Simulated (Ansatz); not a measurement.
**Stress against strain in MoS2**

```xyz
3
Lattice="1.5815 0.9131 6.1233 -1.5815 0.9131 6.1233 0.0000 -1.8262 6.1233" Properties=species:S:1:pos:R:3 pbc="T T T"
Mo    0.0000    0.0000    0.0000
S     0.0000    0.0000   13.7481
S     0.0000    0.0000   10.7446
```

Atoms are numbered in the order listed.

The geometry is COD entry 9007661, unchecked; take it as a test cell.

Computed with Ansatz 0.2.0, DFT, PBEsol, all-electron LAPW, scalar-relativistic.

Numerical set-up: a Γ-centred 13×13×13 k mesh, Fermi–Dirac smearing of 0.05 eV, basis error target 0.5 meV/atom, no spin polarisation.

The strain is applied along the Cartesian axes of the cell as listed (γ is the engineering shear, twice εxy = εyz = εzx). Fractional coordinates are held (clamped ions).

σ is the change of stress from the unstrained cell, which is at 4.25 GPa; tension is positive, so slopes are stress–strain coefficients at that pressure.

Only quantities that a quadratic follows smoothly over the whole series are listed; rougher ones are left out.

| γ | σxy (GPa) | σyz (GPa) |
| --- | --- | --- |
| -0.0300 | -2.83 | -4.73 |
| -0.0200 | -1.86 | -3.13 |
| -0.0100 | -0.92 | -1.55 |
| 0.0000 | 0.00 | 0.00 |
| 0.0200 | 1.76 | 3.02 |
| 0.0300 | 2.60 | 4.48 |

Question: Fit the series and read off the stiffness at zero strain.

Answer: Least-squares fits y = p0 + p1 x + p2 x² to the rows give σxy (GPa): p1 = 90.5, p2 = -130; σyz (GPa): p1 = 154, p2 = -140.

Question: One run, at γ = 0.0100, is withheld. Predict its row.

Answer: The fits give 0.89, 1.52; the run gave 0.89, 1.52.
